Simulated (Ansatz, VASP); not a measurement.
**One calculation of SiC, two programs**

```
Si C
1.0
     3.14990    0.00000    0.00000
    -1.57495    2.72789    0.00000
     0.00000    0.00000   10.61320
Si C
4 4
Direct
  0.66667 0.33333 0.93783
  0.33333 0.66667 0.43783
  0.00000 0.00000 0.68790
  0.00000 0.00000 0.18790
  0.66667 0.33333 0.74982
  0.33333 0.66667 0.24982
  0.00000 0.00000 0.50045
  0.00000 0.00000 0.00045
```

Alike in both runs: task single point; functional PBEsol; k mesh 12 × 12 × 4; occupations gaussian, width 0.05 eV; no spin polarisation.

|  | VASP | Ansatz |
| --- | --- | --- |
| version | VASP 6.6.1 | Ansatz 0.2.0 |
| potentials or method | VASP PAW PBE potentials, release 64 (Si, C) | scalar-relativistic, plane waves, PAW |
| plane-wave cutoff (eV) | 520 | 520 |
| valence electrons in the cell | 32 | 32 |

VASP gave:

- gap on the k mesh at the Fermi level (eV): 1.95
- least direct gap on the mesh (eV): 3.13
- pressure (GPa): -17.4
- largest component of the traceless stress (GPa): 7.88
- rms of the force components (eV/Å): 0.052

Estimate Ansatz's values.

gap on the k mesh at the Fermi level (eV): 1.96; least direct gap on the mesh (eV): 3.14; pressure (GPa): -17.8; largest component of the traceless stress (GPa): 7.81; rms of the force components (eV/Å): 0.049.

Atom by atom the forces differ by 0.003 eV/Å (rms over components). Ansatz warned: «pseudo_functional_mismatch».

Caveats: so large a pressure means that the cell lies far from this level's equilibrium, or that cutoff or potentials fall short (VASP); the potentials were made for another functional, which shifts forces and pressure (VASP). A k mesh can miss the band edges. Expect the measured gap to be larger: semilocal functionals such as PBEsol lack the derivative discontinuity.
